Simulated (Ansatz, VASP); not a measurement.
This is a calculation of SnTe for VASP 6.6.1.

Contents of INCAR:

```
SYSTEM = SnTe
  PREC = Accurate
  ENCUT = 520
  EDIFF = 1E-7
  ISMEAR = -1
  SIGMA = 0.05
  LREAL = .False.
  LASPH = .True.
  NELM = 60
  ALGO = Normal
  ISIF = 2
  LWAVE = .False.
  LCHARG = .False.
  GGA = PE
  NBANDS = 17
```

KPOINTS

```
Automatic mesh
0
Gamma
  7 7 7
  0 0 0
```

File POSCAR:

```
SnTe
1.0
    0.0000000000      3.5869093905      3.5869093905
    3.5869093905      0.0000000000      3.5869093905
    3.5869093905      3.5869093905      0.0000000000
Te Sn
1 1
Direct
    0.2500000000      0.2500000000      0.2500000000
    0.0000000000      0.0000000000      0.0000000000
```

Potentials or basis: VASP PAW PBE potentials, release 64 (Te, Sn_d).

The run is started by

```console
$ cat potpaw_PBE.64/Te/POTCAR potpaw_PBE.64/Sn_d/POTCAR > POTCAR
$ mpirun -np 1 vasp_std > vasp.out
```

Translate it to Ansatz 0.2.0. Potentials there: Ansatz PAW.

As run (the cutoff follows the program's own potentials):

Contents of input.yaml:

```yaml
crystal:
  lattice:
    - [0.0, 3.5869093905, 3.5869093905]
    - [3.5869093905, 0.0, 3.5869093905]
    - [3.5869093905, 3.5869093905, 0.0]
  atoms:
    - { symbol: Te, position: [0.25, 0.25, 0.25] }
    - { symbol: Sn, position: [0.0, 0.0, 0.0] }
hamiltonian:
  xc: pbe
  pseudopotentials: { kind: paw }
kpoints:
  mp_grid: { grid: [7, 7, 7] }
scf:
  occupations: { method: fermi_dirac, width: 0.05 }
output:
  forces: true
  stress: true
  eigenvalues: true
```

Potentials or basis: Ansatz PAW.

The run is started by

```sh
$ ansatz run input.yaml --threads 2 --pin off --max-ram 5120MiB --backend cpu --events-out ev --progress --plain --runs-dir out
```

Both were run:

|  | VASP | Ansatz | Ansatz less VASP |
| --- | --- | --- | --- |
| gap on the k mesh at the Fermi level (eV) | 0.28 | 0.29 | +0.002 |
| least direct gap on the mesh (eV) | 0.80 | 0.81 | +0.002 |
| pressure (GPa) | 0.4 | 0.5 | +0.01 |

The two sets of potentials don't hold the same shells in valence.

Caveats: spin-orbit coupling is left out, which moves the levels of the heavy elements; an odd mesh through Γ misses points on the zone boundary, where band edges often lie (VASP); odd divisions of the mesh miss points on the zone boundary, where band edges often lie, so the gap on the mesh can be too wide (Ansatz).
